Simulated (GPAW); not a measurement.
**CdS (Hawleyite): G0W0 on several meshes in GPAW**

Wanted: mesh dependence and cost of G0W0 for CdS (Hawleyite).

Program: GPAW 26.7.0. Level of theory: LDA and many-body steps on it, plane waves. Results are calculated unless marked as measured.

**1. The structure**

It takes space group F-43m (No. 216, cubic). The conventional cell has a = 5.833 Å, b = 5.833 Å, c = 5.833 Å, α = 90.00°, β = 90.00°, γ = 90.00°. Nearest to Cd lie 4 S at 2.53 Å. Nearest to S lie 4 Cd at 2.53 Å. Farther neighbours and most contacts between anions are not listed.

Structure file:

```xyz
2
Lattice="0.0000 2.9165 2.9165 2.9165 0.0000 2.9165 2.9165 2.9165 0.0000" Properties=species:S:1:pos:R:3 pbc="T T T"
Cd    0.0000    0.0000    0.0000
S     1.4582    1.4583    1.4582
```

The cell and positions come from the Crystallography Open Database and are kept as given unless a step says otherwise.

**2. Empty states on the mesh, 6×6×6 mesh, 595 bands**

This step: GPAW 26.7.0; DFT, LDA, plane waves, PAW.

The sums over transitions need many empty states on a uniform mesh; this step solves for them.

The input, run.py:

```python
import json
import numpy as np
from gpaw.mpi import world
from gpaw import GPAW

calc = GPAW('gs.gpw').fixed_density(kpts={'size': (6, 6, 6), 'gamma': True},
    parallel={'domain': 1, 'band': 1},
    txt='nscf.txt')
calc.diagonalize_full_hamiltonian(nbands=595)
calc.write('full.gpw', mode='all')
res = {}
kpts = calc.get_ibz_k_points()
res['kpts'] = kpts
res['eigenvalues'] = [calc.get_eigenvalues(kpt=k) for k in range(len(kpts))]
res['n_electrons'] = calc.get_number_of_electrons()

if world.rank == 0:
    with open('result.json', 'w') as f:
        json.dump(res, f, default=lambda x: x.tolist())
```

Launch:

```console
$ mpirun -n 4 gpaw python run.py
```

Numbers of over 12 decimals in the logs are rounded to 6 here.

Output:

```text
Diagonalizing LCAO Hamiltonian
Converting LCAO to pw mode
convergence criteria:
- Maximum integral of absolute [eigenst]ate change: 4e-08 eV^2 / valence electron
maximum number of iterations: 100

SCF iterations
|iter     |     time |      energy | eigst |  dens |
|iter:   1|  |             | +0.99 |       |
|iter:   2|  |             | -0.64 |       |
|iter:   3|  |             | -1.81 |       |
[...]
|iter:   7|  |             | -5.61 |       |
|iter:   8|  |             | -6.43 |       |
|iter:   9|  |             | -7.43c|       |
SCF steps: 9
  __  _  _
 | _ |_)|_||  |
 |__||  | ||/\| - 26.7.0

Input parameters:
  mode=PW(ecut=450.000000),
  convergence={'density': 1e-06, 'bands': -3},
  gpts=array([21, 21, 21]),
  kpts=MonkhorstPack(size=(6, 6, 6), gamma=True),
  maxiter=100,
  nbands=16,
  occupations=Occupations(name='fermi-dirac', width=0.001, fixmagmom=False),
  parallel={'domain': 1, 'band': 1},
  xc=XC(name='LDA')
Matrix size: 1073x1073
# Writing to full.gpw (mode='all')
  [... matrices ...]

timing:  # [seconds]
  Total: 6.944  # ━━━━━━━━━━━━━━━━━━━━━━━━━━━━━━━━━━━━━━━━━━━━━━━━━━━━━━━━━━━
```

The job ended after 10 s (4 MPI ranks of Arm Neoverse V2, shared host; peak memory 1.1 GiB; 40 s of CPU time).

This step gave:

* gap: 0.8469 eV
* k of the valence top: 0, 0, 0
* k of the conduction bottom: 0, 0, 0
* least direct gap: 0.8469 eV
* k points computed: 16
* lowest point of the top converged band, above the valence top: 289.6833 eV

On this mesh the gap is 0.847 eV.

**3. 6×6×6**

Now the one-shot GW correction: screening in the RPA, then the self-energy of the levels asked for.

This step: G0W0 on LDA, plane waves, PAW.

The input, run.py:

```python
import json
import numpy as np
from gpaw.mpi import world
from gpaw.response.g0w0 import G0W0

gw = G0W0('full.gpw',
    filename='gw',
    kpts=[0],
    bands=(7, 11),
    ecut=180,
    nbands=272,
    integrate_gamma='WS',
    ppa=True)
gw.calculate()
res = {mode: {k: v for k, v in r.items() if k != 'sigma_eskwn'}
       for mode, r in gw.all_results.items()}

if world.rank == 0:
    with open('result.json', 'w') as f:
        json.dump(res, f, default=lambda x: x.tolist())
```

Launch:

```console
$ mpirun -n 4 gpaw python run.py
```

Output:

```text
Using integrator: PointIntegrator
FrequencyGridDescriptor(from 0.000+0.000j to 0.000+27.211j eV, 2 points)
Nonperiodic BCs:  [False False False]
Using integrator: PointIntegrator
FrequencyGridDescriptor(from 0.000+0.000j to 0.000+27.211j eV, 2 points)
Nonperiodic BCs:  [False False False]
  ___  _ _ _
 |   || | | |
 | | || | | |
 |__ ||_____|
 |___|

BZ k-points: Symmetries present (total): 24

  [... matrices ...]
216 k-points: 6 x 6 x 6 Monkhorst-Pack grid + [1/12,1/12,1/12]
16 k-points in the irreducible part of the Brillouin zone
       k-points in crystal coordinates                weights
   0:     0.00000000    0.00000000    0.00000000          1/216
   1:     0.16666667    0.16666667    0.00000000          6/216
   2:     0.16666667    0.16666667    0.16666667          8/216
   3:     0.33333333    0.16666667    0.16666667         12/216
   4:     0.33333333    0.33333333   -0.33333333         12/216
   5:     0.33333333    0.33333333    0.00000000          6/216
   6:     0.33333333    0.33333333    0.16666667         24/216
   7:     0.33333333    0.33333333    0.33333333          8/216
   8:     0.50000000    0.33333333   -0.33333333         24/216
   9:     0.50000000    0.33333333   -0.16666667         12/216
          ...
  15:     0.50000000    0.50000000    0.50000000          4/216

Distributing spins, k-points and bands (1 x 1 x 4) over 4 processes
Number of blocks: 1

Quasi particle states:
k-points (IBZ indices): [0]
Band range: (7, 11)
  [... matrices ...]
Computational parameters:
Plane wave cut-off: 180 eV
Number of bands: 272
Coulomb cutoff: None
Broadening: 0.1 eV

fxc modes: GW
Kernel: RPA
Using Godby-Needs plasmon-pole approximation:
  Fitting energy: i*E0, E0 = 1.000 Hartree
Summing all q:

Calculating screened Coulomb potential
No Coulomb truncation
FrequencyGridDescriptor(from 0.000+0.000j to 0.000+27.211j eV, 2 points)
Removing empty qpoint cache files...

Calculating chi0 body with:
    Ground state adapter containing:
    Number of spins: 1
    Number of kpoints: 216
    Number of irreducible kpoints: 16
    Number of completely occupied states: 9
    Number of partially occupied states: 9
    Occupied states memory: 1.271805 M / cpu

    Linear response parametrization:
    q_c: [1.3877787807814457e-17, 1.3877787807814457e-17, 1.3877787807814457e-17]
    Number of frequency points: 2
    Planewave cutoff: 180.0
    Number of bands: 272
    Number of planewaves: 283
    Broadening (eta): 1e-06
    comm.size: 4
    kncomm.size: 4
    blockcomm.size: 1

    Memory estimate of potentially large arrays:
        chi0_wGG: 2.444122 M / cpu
Integrating chi0 body.

Symmetries of q_c:
    Direct symmetries (Uq -> q): 24
    Indirect symmetries (TUq -> q): 24
In total 48 allowed symmetries.

  [... matrices ...]
16 groups of equivalent kpoints. 92.592593% reduction.

Integral kind: response function
Integrating chi0 head and wings.

Symmetries of q_c:
    Direct symmetries (Uq -> q): 24
    Indirect symmetries (TUq -> q): 24
In total 48 allowed symmetries.

  [... matrices ...]
16 groups of equivalent kpoints. 92.592593% reduction.

Integral kind: response function wings

Calculating chi0 body with:
    Ground state adapter containing:
    Number of spins: 1
    Number of kpoints: 216
    Number of irreducible kpoints: 16
    Number of completely occupied states: 9
    Number of partially occupied states: 9
[... the further q-points ...]

Results:
f:      Occupation numbers
eps:     KS-eigenvalues [eV]
vxc:     KS vxc [eV]
exx:     Exact exchange [eV]
sigma:   Self-energies [eV]
dsigma:  Self-energy derivatives
Z:       Renormalization factors
qp:      QP-energies [eV]

k-point 0 (0): (0.000, 0.000, 0.000)                GW
band       f     eps     vxc     exx   sigma  dsigma       Z      qp
                                                                   GW
   7   1.000   3.327 -18.419 -20.938   1.720  -0.278   0.782   2.703
   8   1.000   3.327 -18.419 -20.938   1.720  -0.278   0.782   2.703
   9   0.000   4.174 -13.005  -8.980  -3.476  -0.232   0.812   4.620
  10   0.000   9.628 -11.822  -6.582  -4.397  -0.237   0.808  10.310
```

The job ended after 4.8 min (4 MPI ranks; peak memory 1.3 GiB; 19 min of CPU time).

This step gave:

```yaml
g0w0_gap_on_the_points_computed: 1.917 eV
least_direct_g0w0_gap_on_the_computed_points: 1.917 eV
z_at_the_valence_top: 0.7822
z_at_the_conduction_bottom: 0.8118
starting_gap_on_the_mesh: 0.8469 eV
k_of_the_valence_top: 0, 0, 0
k_of_the_conduction_bottom: 0, 0, 0
```

The gap on the mesh goes from 0.85 eV to 1.92 eV, a correction of +1.07 eV.

**4. Empty states on the mesh, 4×4×4 mesh, 282 bands**

This step: DFT, LDA, plane waves, PAW.

The input, run.py:

```python
import json
import numpy as np
from gpaw.mpi import world
from gpaw import GPAW

calc = GPAW('gs.gpw').fixed_density(kpts={'size': (4, 4, 4), 'gamma': True},
    parallel={'domain': 1, 'band': 1},
    txt='nscf.txt')
calc.diagonalize_full_hamiltonian(nbands=282)
calc.write('full.gpw', mode='all')
res = {}
kpts = calc.get_ibz_k_points()
res['kpts'] = kpts
res['eigenvalues'] = [calc.get_eigenvalues(kpt=k) for k in range(len(kpts))]
res['n_electrons'] = calc.get_number_of_electrons()

if world.rank == 0:
    with open('result.json', 'w') as f:
        json.dump(res, f, default=lambda x: x.tolist())
```

Launch:

```console
$ mpirun -n 4 gpaw python run.py
```

Output:

```text
Diagonalizing LCAO Hamiltonian
Converting LCAO to pw mode
convergence criteria:
- Maximum integral of absolute [eigenst]ate change: 4e-08 eV^2 / valence electron
maximum number of iterations: 100

SCF iterations
|iter     |     time |      energy | eigst |  dens |
|iter:   1|  |             | +1.02 |       |
|iter:   2|  |             | -0.65 |       |
|iter:   3|  |             | -1.95 |       |
[...]
|iter:   7|  |             | -6.35 |       |
|iter:   8|  |             | -7.29 |       |
|iter:   9|  |             | -7.92c|       |
SCF steps: 9
  __  _  _
 | _ |_)|_||  |
 |__||  | ||/\| - 26.7.0

Input parameters:
  mode=PW(ecut=450.000000),
  convergence={'density': 1e-06, 'bands': -3},
  gpts=array([21, 21, 21]),
  kpts=MonkhorstPack(size=(4, 4, 4), gamma=True),
  maxiter=100,
  nbands=16,
  occupations=Occupations(name='fermi-dirac', width=0.001, fixmagmom=False),
  parallel={'domain': 1, 'band': 1},
  xc=XC(name='LDA')
Matrix size: 1067x1067
# Writing to full.gpw (mode='all')
  [... matrices ...]

timing:  # [seconds]
  Total: 2.917  # ━━━━━━━━━━━━━━━━━━━━━━━━━━━━━━━━━━━━━━━━━━━━━━━━━━━━━━━━━━━
```

Elapsed: 5.5 s, on 4 MPI ranks; peak memory 0.9 GiB; 22 s of CPU time.

Numbers from this step:

| Quantity | Value |
| --- | --- |
| gap | 0.8469 eV |
| k of the valence top | 0, 0, 0 |
| k of the conduction bottom | 0, 0, 0 |
| least direct gap | 0.8469 eV |
| k points computed | 8 |
| lowest point of the top converged band, above the valence top | 168.6940 eV |

On this mesh the gap is 0.847 eV.

**5. 4×4×4**

This step: G0W0 on LDA, plane waves, PAW.

The input, run.py:

```python
import json
import numpy as np
from gpaw.mpi import world
from gpaw.response.g0w0 import G0W0

gw = G0W0('full.gpw',
    filename='gw',
    kpts=[0],
    bands=(7, 11),
    ecut=180,
    nbands=272,
    integrate_gamma='WS',
    ppa=True)
gw.calculate()
res = {mode: {k: v for k, v in r.items() if k != 'sigma_eskwn'}
       for mode, r in gw.all_results.items()}

if world.rank == 0:
    with open('result.json', 'w') as f:
        json.dump(res, f, default=lambda x: x.tolist())
```

Launch:

```console
$ mpirun -n 4 gpaw python run.py
```

Output:

```text
Using integrator: PointIntegrator
FrequencyGridDescriptor(from 0.000+0.000j to 0.000+27.211j eV, 2 points)
Nonperiodic BCs:  [False False False]
Using integrator: PointIntegrator
FrequencyGridDescriptor(from 0.000+0.000j to 0.000+27.211j eV, 2 points)
Nonperiodic BCs:  [False False False]
  ___  _ _ _
 |   || | | |
 | | || | | |
 |__ ||_____|
 |___|

BZ k-points: Symmetries present (total): 24

  [... matrices ...]
64 k-points: 4 x 4 x 4 Monkhorst-Pack grid + [1/8,1/8,1/8]
8 k-points in the irreducible part of the Brillouin zone
       k-points in crystal coordinates                weights
   0:     0.00000000    0.00000000    0.00000000          1/64
   1:     0.25000000    0.25000000    0.00000000          6/64
   2:     0.25000000    0.25000000    0.25000000          8/64
[...]
6:     0.50000000    0.50000000    0.25000000         24/64
   7:     0.50000000    0.50000000    0.50000000          4/64

Distributing spins, k-points and bands (1 x 1 x 4) over 4 processes
Number of blocks: 1

Quasi particle states:
k-points (IBZ indices): [0]
Band range: (7, 11)
  [... matrices ...]
Computational parameters:
Plane wave cut-off: 180 eV
Number of bands: 272
Coulomb cutoff: None
Broadening: 0.1 eV

fxc modes: GW
Kernel: RPA
Using Godby-Needs plasmon-pole approximation:
  Fitting energy: i*E0, E0 = 1.000 Hartree
Summing all q:

Calculating screened Coulomb potential
No Coulomb truncation
FrequencyGridDescriptor(from 0.000+0.000j to 0.000+27.211j eV, 2 points)
Removing empty qpoint cache files...

Calculating chi0 body with:
    Ground state adapter containing:
    Number of spins: 1
    Number of kpoints: 64
    Number of irreducible kpoints: 8
    Number of completely occupied states: 9
    Number of partially occupied states: 9
    Occupied states memory: 1.271805 M / cpu

    Linear response parametrization:
    q_c: [0.0, 0.0, 0.0]
    Number of frequency points: 2
    Planewave cutoff: 180.0
    Number of bands: 272
    Number of planewaves: 283
    Broadening (eta): 1e-06
    comm.size: 4
    kncomm.size: 4
    blockcomm.size: 1

    Memory estimate of potentially large arrays:
        chi0_wGG: 2.444122 M / cpu
Integrating chi0 body.

Symmetries of q_c:
    Direct symmetries (Uq -> q): 24
    Indirect symmetries (TUq -> q): 24
In total 48 allowed symmetries.

  [... matrices ...]
8 groups of equivalent kpoints. 87.5% reduction.

Integral kind: response function
Integrating chi0 head and wings.

Symmetries of q_c:
    Direct symmetries (Uq -> q): 24
    Indirect symmetries (TUq -> q): 24
In total 48 allowed symmetries.

  [... matrices ...]
8 groups of equivalent kpoints. 87.5% reduction.

Integral kind: response function wings

Calculating chi0 body with:
    Ground state adapter containing:
    Number of spins: 1
    Number of kpoints: 64
    Number of irreducible kpoints: 8
    Number of completely occupied states: 9
    Number of partially occupied states: 9
    Occupied states memory: 1.271805 M / cpu

[... the further q-points ...]

Results:
f:      Occupation numbers
eps:     KS-eigenvalues [eV]
vxc:     KS vxc [eV]
exx:     Exact exchange [eV]
sigma:   Self-energies [eV]
dsigma:  Self-energy derivatives
Z:       Renormalization factors
qp:      QP-energies [eV]

k-point 0 (0): (0.000, 0.000, 0.000)                GW
band       f     eps     vxc     exx   sigma  dsigma       Z      qp
                                                                   GW
   7   1.000   3.327 -18.419 -21.071   1.885  -0.286   0.778   2.731
   8   1.000   3.327 -18.419 -21.071   1.885  -0.286   0.778   2.731
   9   0.000   4.174 -13.005  -8.719  -3.752  -0.240   0.807   4.605
  10   0.000   9.628 -11.822  -6.558  -4.476  -0.244   0.804  10.261
```

It took 63 s on 4 MPI ranks; peak memory 1.2 GiB.

This step gave:

```
G0W0 gap on the points computed              : 1.874 eV
least direct G0W0 gap on the computed points : 1.874 eV
Z at the valence top                         : 0.7777
Z at the conduction bottom                   : 0.8066
starting gap on the mesh                     : 0.8469 eV
k of the valence top                         : 0, 0, 0
k of the conduction bottom                   : 0, 0, 0
```

Against G0W0 in GPAW (6×6×6 mesh, 272 bands, screening to 180 eV, Godby-Needs plasmon pole), the gap moves by −0.043 eV.

**6. The runs together**

Times are wall times on 4 MPI ranks of Arm Neoverse V2, shared host, good to a factor of about two.

```
  run   mesh  bands  screening cutoff (eV)  DFT gap (eV)  gap on the mesh (eV)  direct (eV)     time
6×6×6  6×6×6    272                    180         0.847                 1.917        1.917  4.8 min
4×4×4  4×4×4    272                    180         0.847                 1.874        1.874     63 s
```

**7. Summary of results**

- 6×6×6: 1.917 eV
- 4×4×4: 1.874 eV
- known limits: not at the basis limit; no spin-orbit coupling; coarse k mesh

In words: 4×4×4: −0.043 eV against 6×6×6. Bands and cutoff are finite, so the gap is not at the basis limit. The miss can reach some tenths of an eV and take either sign; the mesh is an error of its own. These stock PAW sets were not made for GW. In the G0W0 runs levels were corrected at 1 k point alone, so a gap called «on the mesh» is the least over those, and an edge elsewhere would be missed. The many-body steps are scalar-relativistic: spin-orbit coupling is not in them.

[Paths, hosts, dates, memory and timing lines, banners, echoed tables and standing remarks are left out of the program output.]

[Logs are printed without paths, hosts, clocks, repeated set-up lines and the standing remarks that a program may print on its own settings, such as how far it seeks lower states.]

[Runs of the session that timed out or met a known fault of the program may be left out.]

[Hosts, paths, dates, database ids (printed as entryN), source tags and the programs' standing remarks are cut or masked in the printed files.]
